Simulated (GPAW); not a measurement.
Here is a GPAW 26.7.0 calculation.

The input run.py:

```python
from ase import Atoms
from ase.dft.bandgap import bandgap
from ase.io import write
from ase.units import Bohr, GPa
from gpaw import GPAW, PW, setup_paths
from gpaw.elf import elf_from_dft_calculation

setup_paths.insert(0, '.')

atoms = Atoms(['As', 'Ga'],
              cell=[[0.0, 2.82685, 2.82685],
                    [2.82685, 0.0, 2.82685],
                    [2.82685, 2.82685, 0.0]],
              scaled_positions=[[0.75, 0.75, 0.75],
                                [0.0, 0.0, 0.0]],
              pbc=True)

calc = GPAW(mode=PW(600),
            xc='PBEsol',
            kpts={'size': (8, 8, 8), 'gamma': True},
            occupations={'name': 'fermi-dirac', 'width': 0.05},
            nbands=11,
            convergence={'density': 1e-05, 'energy': 1e-05},
            maxiter=150,
            txt='gpaw.txt')
atoms.calc = calc
energy = atoms.get_potential_energy()
forces = atoms.get_forces()
stress = atoms.get_stress()
calc.write('gs.gpw')
write('result.traj', atoms)
print(f'Energy: {energy:.6f} eV')
print('Forces (eV/A):')
print(forces.round(4))
print('Stress (GPa):', (stress / GPa).round(3))
print('Fermi level:', round(calc.get_fermi_level(), 4), 'eV')
print(f'Gap: {bandgap(calc)[0]:.4f} eV, direct: {bandgap(calc, direct=True)[0]:.4f} eV')

# fields on the real-space grid
write('density.cube', atoms, data=calc.get_pseudo_density() * Bohr**3)
write('potential.cube', atoms, data=calc.get_electrostatic_potential())
write('elf.cube', atoms, data=elf_from_dft_calculation(calc).data)
```

Potentials or basis: PAW data sets generated in the run's folder for this functional, pw.

Command:

```bash
$ gpaw-setup -f PBEsol As Ga
$ OMP_NUM_THREADS=1 python run.py
```

Question: Predict the band gap on the k mesh.

Answer: 0.51 eV, direct.

Question: What does it give for the pressure?

Answer: 1.3 GPa.

**The experiment to reproduce.**

“Evidence of valence band perturbations in GaAsN/GaAs(001): A combined variable-angle spectroscopic ellipsometry and modulated photoreflectance investigation”, 2008, arxiv:0805.2212 reports, for a bulk crystal of GaAs at 300 K: band gap 1.412 ± 0.01 eV (direct).

A measured gap of GaAs is 1.412 eV (direct; 300 K; “Evidence of valence band perturbations in GaAsN/GaAs(001): A combined variable-angle spectroscopic ellipsometry and modulated photoreflectance investigation”, 2008, arxiv:0805.2212); the calculated 0.51 eV misses it by -0.90 eV. 3 values of this kind are on record (1.412 to 1.51 eV); this one was drawn at random among those near their median, those with a stated uncertainty first. Spin-orbit coupling on As, Ga is left out. The value is that of PBEsol on a finite k mesh, which can miss the band edges, without temperature or zero-point motion. Semilocal functionals fall short of measured gaps as a rule.
